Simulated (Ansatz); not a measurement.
Runs of Ansatz 0.2.0 on InAs. It takes space group Fm-3m (No. 225, cubic). The conventional cell has a = 5.755 Å, b = 5.755 Å, c = 5.755 Å, α = 90.00°, β = 90.00°, γ = 90.00°. Around In (site symmetry m-3m) lie 6 As at 2.88 Å. As (site symmetry m-3m) is surrounded by 6 In at 2.88 Å. Measurements of this composition are mostly on another form, of space group No. 216.

```tsv
task	level	cell	k mesh	atoms under strain	gap on the mesh (eV)	pressure (GPa)	relaxed volume (Å³/atom)
phonons	LDA	as given	6 × 6 × 6	-	none	-	-
elastic constants	LDA	as given	6 × 6 × 6	relaxed	none	-5.1	-
relaxation of cell and atoms	BLYP+D4	relaxed	8 × 8 × 8	-	none	0.0	(b)
relaxation of cell and atoms	revPBE+D4	relaxed	8 × 8 × 8	-	none	0.0	22.64
relaxation of cell and atoms	RPBE+D4	relaxed	8 × 8 × 8	-	none	0.0	22.57
relaxation of cell and atoms	revPBE+D3(BJ)	relaxed	8 × 8 × 8	-	none	0.0	(a)
relaxation of cell and atoms	BLYP+D3(BJ)	relaxed	8 × 8 × 8	-	none	0.0	23.18
```

Alike in all rows: potentials or basis Ansatz PAW; no spin polarisation; cutoff (eV) 420; smearing fermi-dirac 0.05 eV.

Problem. Fill in the values left out.

Solution. (a) 22.43; (b) 23.57.

Caveats: the PAW data sets come from PBE, with cores solved anew for the run's functional, which leaves a small shift of forces and pressure; the plane-wave basis is chosen anew once the cell has moved, so the energies of steps on either side of that aren't comparable (some runs); pairwise dispersion overbinds metals, which lowers pressure and volume (some runs); the cell is more than 3 GPa from zero pressure, which shifts response properties (some runs); elastic constants of metals need much finer meshes, so these are rough (some runs).

A k mesh can miss the band edges, and the runs leave out spin-orbit coupling on As, In.

A gap of «none» marks a metal or a gap under the smearing width.

Runs at the PBE level aren't shown here.
